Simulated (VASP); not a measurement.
# BeS: single point with PBE

Crystal: BeS.

```xyz
2
Lattice="0.0000 2.4379 2.4379 2.4379 0.0000 2.4379 2.4379 2.4379 0.0000" Properties=species:S:1:pos:R:3 pbc="T T T"
Be    0.0000    0.0000    0.0000
S     1.2190    1.2190    1.2190
```

```json
{
  "Program": "VASP 6.6.1",
  "Task": "single point",
  "Functional": "PBE",
  "Potentials or basis": "VASP PAW PBE potentials, release 64 (Be, S)",
  "Cutoff": "520 eV",
  "k mesh": "8 × 8 × 8",
  "Occupations": "gaussian, width 0.02 eV",
  "Spin": "no spin polarisation"
}
```

* Pressure: 0.0 GPa
* Band gap on the k mesh: 3.15 eV, indirect (least direct gap 5.68 eV)

Levels at points of the mesh, in eV from the valence-band top:
| k point | band 1 | band 2 | band 3 | band 4 | band 5 | band 6 | band 7 | band 8 |
| --- | --- | --- | --- | --- | --- | --- | --- | --- |
| (0.00, 0.00, 0.00) | -13.59 | 0.00 | 0.00 | 0.00 | 5.68 | 5.68 | 5.68 | 5.75 |
| (0.50, 0.00, 0.00) | -12.02 | -5.69 | -1.01 | -1.01 | 5.42 | 6.57 | 6.57 | 11.13 |
| (0.50, 0.50, 0.00) | -11.49 | -4.94 | -2.59 | -2.59 | 3.15 | 4.93 | 12.65 | 12.65 |

Run time: 7.2 s on 1 thread of Intel(R) Xeon(R) 6975P-C (Granite Rapids), with other jobs on the host, peak memory 0.14 GiB.

A k mesh can miss the band edges. As with any semilocal functional, this PBE gap is likely too small.
